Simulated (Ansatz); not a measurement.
Crystal: FeNi3 (Awaruite).

```
Ni Fe
1.0
     3.54500    0.00000    0.00000
     0.00000    3.54500    0.00000
     0.00000    0.00000    3.54500
Ni Fe
3 1
Direct
  0.50000 0.50000 0.00000
  0.50000 0.00000 0.50000
  0.00000 0.50000 0.50000
  0.00000 0.00000 0.00000
```

Base run:

```yaml
Program: Ansatz 0.2.0
Functional: PBE
Potentials_or_basis: Ansatz PAW
Cutoff: 420 eV
Density_cutoff: 1680 eV
k_mesh: 8 × 8 × 8
Occupations: fermi-dirac, width 0.05 eV
Spin: collinear spin, ferromagnetic start
Starting_moments: "[1.0, 1.0, 1.0, 3.0] μB"
```

Its results: band gap on the k mesh none (metal or under the smearing width); pressure 0.1 GPa; net moment 4.89 μB per cell; site moments Ni +0.71; Fe +2.93 μB.

**Question.** The run is repeated on the same cell with these changes: functional from PBE to PBEsol. What comes out?

**Answer.** Band gap on the k mesh none (metal or under the smearing width); pressure -9.4 GPa; net moment 4.87 μB per cell; site moments Ni +0.70; Fe +2.91 μB.

PBEsol binds more tightly than PBE, so the same cell stands under less pressure.

Caveats: the PAW data sets come from PBE, with cores solved anew for the run's functional, which leaves a small shift of forces and pressure (some runs).

Not every run made on this cell is shown here.
